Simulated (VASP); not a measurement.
## VASP 6.6.1 run: ZnS

INCAR

```
LDAUTYPE = 2
LDAUJ = 0 0
ISIF = 2
EDIFF = 1E-7
LDAUL = 2 -1
LMAXMIX = 4
LDAU = .TRUE.
METAGGA = MBJ
LASPH = .TRUE.
LWAVE = .FALSE.
IBRION = -1
ENCUT = 520
PREC = Accurate
NELM = 91
LCHARG = .FALSE.
LREAL = .FALSE.
NSW = 0
NBANDS = 16
ISMEAR = -1
LDAUU = 6.0 0
SIGMA = 0.02
```

KPOINTS

```
KPOINTS created by Atomic Simulation Environment
0
Gamma
8 8 8
0 0 0
```

POSCAR

```
Zn S
 1.0000000000000000
    -0.0279060827000000    2.6931206072000000    2.6931206072000000
     2.6931206072000000   -0.0279060827000000    2.6931206072000000
     2.6931206072000000    2.6931206072000000   -0.0279060827000000
 Zn  S
   1   1
Cartesian
 -0.0047017925859801 -0.0047017925859801 -0.0047017925859801
  1.3442855755109802  1.3442855755109799  1.3442855755109799
```

The recommended PBE PAW datasets give the neutral cell 18 valence electrons.

Command

```
mpirun -np 1 vasp_std
```

**Question.** Predict the outcome of this run.

**Answer.** It converged. Results: gap between bands v and c on the k mesh 4.12 eV; least direct gap on the k mesh 4.12 eV. Band v is the last that the valence electrons fill when counted band by band, and c is the next.

OSZICAR

```
N       E                     dE             d eps       ncg     rms          rms(c)
DAV:   1     0.224898461721E+03    0.22490E+03   -0.89912E+03  2080   0.135E+03
DAV:   2     0.135526673307E+03   -0.89372E+02   -0.84222E+02  2376   0.257E+02
DAV:   3     0.129264501761E+03   -0.62622E+01   -0.62419E+01  2480   0.703E+01
DAV:   4     0.129207814932E+03   -0.56687E-01   -0.56677E-01  2560   0.707E+00
DAV:   5     0.129207465874E+03   -0.34906E-03   -0.34905E-03  2544   0.478E-01    0.131E+01
DAV:   6     0.129101522340E+03   -0.10594E+00   -0.14746E+01  2096   0.116E+02    0.184E+01
DAV:   7     0.129865506006E+03    0.76398E+00   -0.21465E+00  2304   0.182E+01    0.182E+01
DAV:   8     0.129664216652E+03   -0.20129E+00   -0.22923E-01  2640   0.356E+00    0.170E+01
DAV:   9     0.130569494478E+03    0.90528E+00   -0.25854E-01  2464   0.737E+00    0.960E+00
DAV:  10     0.131922525462E+03    0.13530E+01   -0.66650E-01  2384   0.134E+01    0.494E+00
...
DAV:  47     0.131846286866E+03   -0.24415E-05   -0.29261E-12  1056   0.175E-05    0.397E-06
DAV:  48     0.131846288085E+03    0.12182E-05   -0.23079E-12  1088   0.124E-05    0.182E-05
DAV:  49     0.131846286995E+03   -0.10891E-05   -0.67167E-13  1056   0.730E-06    0.302E-06
DAV:  50     0.131846287264E+03    0.26911E-06   -0.17113E-12  1088   0.466E-06    0.472E-06
DAV:  51     0.131846286320E+03   -0.94491E-06   -0.11923E-12  1072   0.355E-06    0.414E-06
DAV:  52     0.131846286594E+03    0.27421E-06   -0.19406E-12  1072   0.455E-06    0.267E-06
DAV:  53     0.131846286360E+03   -0.23334E-06    0.13959E-12  1072   0.200E-06    0.104E-06
DAV:  54     0.131846286550E+03    0.18975E-06   -0.26347E-13  1080   0.129E-06    0.180E-06
DAV:  55     0.131846286474E+03   -0.76397E-07   -0.35667E-13  1088   0.762E-07
   1 F= 0.13184629E+03 E0= 0.13184629E+03  d E =-.291550E-11
```

The MBJ potential has no energy functional, so only its levels carry meaning.

For comparison, a separate PBE run of the intended cell, on usual settings and not on those above, gives a gap of 2.04 eV on its mesh and a pressure of 1.3 GPa.
